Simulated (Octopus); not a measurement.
An input for Octopus 16.4 (Br):

inp

```
CalculationMode = gs
UnitsOutput = eV_Angstrom
PeriodicDimensions = 3
ExperimentalFeatures = yes
PseudopotentialSet = sg15
%Species
 "Br2" | species_pseudo | set | sg15
 "Br1" | species_pseudo | set | sg15
%
XSFCoordinates = "crystal.xsf"
%Spacing
 0.18578452*angstrom | 0.18578452*angstrom | 0.18918043*angstrom
%
DerivativesOrder = 8
%KPointsGrid
 2 | 2 | 1
%
KPointsUseSymmetries = yes
XCFunctional = mgga_x_rscan + mgga_c_rscan
SpinComponents = polarized
KPointsUseTimeReversal = no
GuessMagnetDensity = user_defined
%AtomsMagnetDirection
 0.5
 -0.5
 0.5
 -0.5
%
SmearingFunction = fermi_dirac
Smearing = 0.1*eV
ExtraStates = 9
Eigensolver = rmmdiis
ConvRelDens = 1e-6
MaximumIter = 100
ExcessCharge = 3
```

The input crystal.xsf:

```
CRYSTAL
PRIMVEC
    6.3556213886     -4.3889834107      0.0000000000
    6.3556213886      4.3889834107      0.0000000000
    0.0000000000      0.0000000000     16.4449636543
PRIMCOORD
4 1
Br2     6.5697168507      1.4285789883      6.2929777966
Br1     6.4958581746      3.3295135383     14.4215753263
Br2     6.5488132120     -0.8782663034     10.3555251728
Br1     6.1695478613     -3.2357560747      1.7597591157
```

Potentials or basis: sg15 (PBE).

Command:

```console
$ OMP_NUM_THREADS=1 octopus > out.log  # reads inp and crystal.xsf
```

**Question.** What does the program do with it?

**Answer.** The run stopped without a result. It printed:

out.log:

```text
Running octopus

Version                : 16.4
Optional libraries     :

************************** Calculation Mode **************************
Input: [CalculationMode = gs]
**********************************************************************

Input: [SpinComponents = polarized]
[... 116 lines left out ...]

** Warning:
**   MGGA energy functionals is under development.
**   It might not work or produce wrong results.

**************************** Theory Level ****************************
Input: [TheoryLevel = generalized_kohn_sham]

[... 12 lines left out ...]
Input: [PoissonFFTKernel = fft_nocut]
**********************************************************************

Info: FFT grid dimensions       = 22 x 22 x 46
      Total grid size           = 22264 (      0.2 MiB )
      Inefficient FFT grid. A better grid would be: 24 24 48
Input: [FilterPotentials = filter_TS]

**************************** FATAL ERROR *****************************
*** Fatal Error (description follows)
*--------------------------------------------------------------------
* FilterPotentials different from filter_none with MGGA not implemented.
**********************************************************************
```

Among its messages:

```text
The XCFunctional that you selected does not match the one used
```
